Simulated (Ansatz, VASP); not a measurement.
# Ru: VASP beside Ansatz

```
Ru
1.0
     2.70783    0.00000    0.00000
    -1.35391    2.34505    0.00000
     0.00000    0.00000    4.26810
Ru
2
Direct
  0.33333 0.66667 0.25000
  0.66667 0.33333 0.75000
```

Alike in both runs: task single point; functional PBE; k mesh 9 × 9 × 4; occupations gaussian, width 0.1 eV; no spin polarisation.

|  | VASP | Ansatz |
| --- | --- | --- |
| version | VASP 6.6.1 | Ansatz 0.2.0 |
| potentials or method | VASP PAW PBE potentials, release 64 (Ru_pv) | scalar-relativistic, plane waves, PAW |
| plane-wave cutoff (eV) | 520 | 420 |
| valence electrons in the cell | 28 | 32 |

VASP gave:

- gap on the k mesh at the Fermi level (eV): none
- pressure (GPa): 5.2
- largest component of the traceless stress (GPa): 0.45

Problem. What did Ansatz give for the same quantities?

Solution. gap on the k mesh at the Fermi level (eV): none; pressure (GPa): 5.3; largest component of the traceless stress (GPa): 0.47.

A gap of «none» marks a metal or a gap that the smearing closes. The functional is the same, so the differences come from potentials, cutoffs and numerics. The two sets of potentials don't hold the same shells in valence.

Caveats: the k mesh is coarse (spacing up to 0.37 Å⁻¹), so the values aren't converged.
